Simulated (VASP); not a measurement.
Runs of VASP 6.6.1 on GaN. It takes space group P6_3mc (No. 186, hexagonal). Conventional cell: a = 3.180 Å, b = 3.180 Å, c = 5.183 Å, α = 90.00°, β = 90.00°, γ = 120.00°. Ga (site symmetry 3m) has 4 N at 1.94 to 1.95 Å as nearest neighbours. Around N (site symmetry 3m) lie 4 Ga at 1.94 to 1.95 Å. 

```tsv
task	level	cell	k mesh	cutoff (eV)	grid for exact exchange (PRECFOCK)	exchange at q = 0	screening parameter	share of exact exchange	gap on the mesh (eV)	pressure (GPa)	largest force (eV/Å)
band structure	PBE0	as given	6 × 6 × 3	520	Fast	truncated	-	-	3.93	(b)	0.02
band structure	HSE06	as given	6 × 6 × 3	520	Fast	-	0.2 1/A	-	3.25	0.2	0.02
relaxation of cell and atoms	PBEsol	relaxed	12 × 12 × 5	600	-	-	-	-	1.91	0.0	-
band structure	PBE-EpsX	as given	6 × 6 × 3	520	Fast	truncated	-	0.1728	(a)	2.1	0.01
```

Alike in all rows: potentials or basis VASP PAW PBE potentials, release 64 (Ga_d, N); no spin polarisation; smearing gaussian 0.03 eV.

**Question.** Fill in the values left out.

**Answer.** (a) 3.30; (b) 0.1.

Caveats: the PAW data sets were made with another functional, which shifts forces and pressure a little.

A k mesh can miss the band edges, and the runs leave out spin-orbit coupling on Ga.

Runs at the PBE level aren't shown here.
